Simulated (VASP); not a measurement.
# CdSe: relaxation of cell and atoms with PBEsol

Crystal: CdSe.

```
CELL_PARAMETERS angstrom
4.34609 0.00000 0.00000
-2.17304 3.76382 0.00000
0.00000 0.00000 7.08984
ATOMIC_POSITIONS crystal
Cd 0.66667 0.33333 0.49995
Cd 0.33333 0.66667 0.99995
Se 0.66667 0.33333 0.87591
Se 0.33333 0.66667 0.37591
```

The cell is a database's computed one.

```
Program                : VASP 6.6.1
Task                   : relaxation of cell and atoms
Functional             : PBEsol
Potentials or basis    : VASP PAW PBE potentials, release 64 (Cd, Se)
Cutoff                 : 600 eV
k mesh                 : 3 × 3 × 2
Occupations            : gaussian, width 0.02 eV
Spin                   : no spin polarisation
Further INCAR settings : ALGO = Normal; EDIFF = 1e-07; IBRION = 2; EDIFFG = -0.005; NSW = 90; ISIF = 3
```

```json
{
 "Relaxed volume": "28.50 Å³/atom",
 "Relaxed cell": "a = 4.345 Å, b = 4.345 Å, c = 6.975 Å, α = 90.00°, β = 90.00°, γ = 120.00°",
 "Space group after relaxing (to 0.05 Å)": "P6_3mc (No. 186)",
 "Energy gained by relaxing": "2.2 meV/atom",
 "Ionic steps": "12",
 "Pressure after relaxing": "0.0 GPa",
 "Band gap on the k mesh": "0.51 eV, direct"
}
```

Step by step:
```csv
step,energy change (eV),largest force (eV/Å),pressure (GPa),volume (Å³)
1,0.0000,0.0565,-0.83,115.97
2,-0.0075,0.0303,0.26,113.48
3,-0.0078,0.0142,0.07,113.88
4,-0.0081,0.0269,0.01,114.02
5,-0.0082,0.0323,-0.02,114.08
6,-0.0081,0.0431,-0.07,114.19
7,-0.0082,0.0356,-0.03,114.11
8,-0.0084,0.0223,-0.03,114.11
9,-0.0086,0.0064,-0.04,114.11
10,-0.0086,0.0029,-0.04,114.11
11,-0.0086,0.0004,0.04,113.94
12,-0.0086,0.0012,0.01,114.02
```

Final structure:
```
Cd Se
1.0
     4.34474    0.00000    0.00000
    -2.17237    3.76265    0.00000
     0.00000    0.00000    6.97454
Cd Se
2 2
Direct
  0.66667 0.33333 0.49915
  0.33333 0.66667 0.99915
  0.66667 0.33333 0.87671
  0.33333 0.66667 0.37671
```

Levels at points of the mesh, in eV from the valence-band top:
```
           k point  band 16  band 17  band 18  band 19  band 20  band 21
(0.00, 0.00, 0.00)     0.00     0.00     0.00     0.51     1.97     5.69
(0.00, 0.00, 0.50)    -0.41    -0.41    -0.41     2.21     2.21     5.76
```

Wall time 2.6 min on 1 thread of Intel(R) Xeon(R) 6975P-C (Granite Rapids) (shared host), peak memory 0.28 GiB.

Caveat: the k mesh is coarse (spacing up to 0.56 Å⁻¹), so the values aren't converged; the PAW data sets were made with another functional, which shifts forces and pressure a little. A hybrid or GW would open this gap; PBEsol tends to underestimate it.
